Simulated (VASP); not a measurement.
Crystal: Se.

```
CELL_PARAMETERS angstrom
4.50482 0.00000 0.00000
-2.25241 3.90129 0.00000
0.00000 0.00000 4.97880
ATOMIC_POSITIONS crystal
Se 0.21789 0.00000 0.33333
Se 0.00000 0.21789 0.66667
Se 0.78211 0.78211 0.00000
```

```yaml
Program: VASP 6.6.1
Task: relaxation of cell and atoms
Functional: LDA
Potentials_or_basis: VASP PAW LDA potentials, release 64 (Se)
Cutoff: 600 eV
k_mesh: 9 × 9 × 6
Occupations: gaussian, width 0.02 eV
Spin: no spin polarisation
```

At the start: pressure -2.0 GPa; volume 29.17 Å³/atom.

Where does the relaxation end?

Over 23 steps the energy falls by 79.8 meV/atom and the volume is 23.03 Å³/atom (-21.0 %); space group P3_121 (No. 152, to 0.05 Å).

The path:
| step | energy change (eV) | largest force (eV/Å) | pressure (GPa) | volume (Å³) |
| --- | --- | --- | --- | --- |
| 1 | 0.0000 | 0.1221 | -2.03 | 87.50 |
| 2 | -0.0350 | 0.6097 | 0.33 | 82.91 |
| 3 | -0.0353 | 0.6583 | 0.59 | 82.48 |
| 4 | -0.0619 | 0.6182 | 0.64 | 80.95 |
| 5 | -0.1292 | 0.5352 | 1.13 | 76.45 |
| 6 | -0.1723 | 0.4756 | 4.28 | 67.84 |
| 7 | -0.2132 | 0.1659 | 2.46 | 67.87 |
| 8 | -0.2258 | 0.2050 | -0.05 | 67.87 |
| 9 | -0.2283 | 0.1246 | 0.54 | 67.87 |
| 10 | -0.2283 | 0.1119 | 0.63 | 67.87 |
| 11 | -0.2314 | 0.1053 | 0.42 | 68.18 |
| 12 | -0.2370 | 0.0848 | -0.19 | 69.12 |
| 13 | -0.2332 | 0.0381 | -1.21 | 71.01 |
| 14 | -0.2379 | 0.0707 | -0.52 | 69.69 |
| 15 | -0.2392 | 0.0069 | -0.04 | 69.45 |
| 16 | -0.2392 | 0.0110 | -0.02 | 69.44 |
| 17 | -0.2393 | 0.0097 | -0.03 | 69.42 |
| 18 | -0.2394 | 0.0063 | -0.08 | 69.35 |
| 19 | -0.2394 | 0.0047 | -0.10 | 69.32 |
| 20 | -0.2395 | 0.0159 | 0.04 | 69.14 |
| 21 | -0.2395 | 0.0131 | 0.01 | 69.19 |
| 22 | -0.2395 | 0.0085 | 0.01 | 69.16 |
| 23 | -0.2395 | 0.0002 | -0.01 | 69.10 |

Final structure:
```cif
data_structure
_symmetry_space_group_name_H-M 'P 1'
_symmetry_Int_Tables_number 1
_cell_length_a 3.9450
_cell_length_b 3.9450
_cell_length_c 5.1269
_cell_angle_alpha 90.000
_cell_angle_beta 90.000
_cell_angle_gamma 120.000
_cell_volume 69.10
loop_
_atom_site_label
_atom_site_type_symbol
_atom_site_fract_x
_atom_site_fract_y
_atom_site_fract_z
_atom_site_occupancy
Se1 Se 0.25626 0.00000 0.33333 1
Se2 Se 0.00000 0.25626 0.66667 1
Se3 Se 0.74375 0.74374 0.00000 1
```

Caveat: the volume moved by over 15 % at a fixed basis, so the end points are rough.
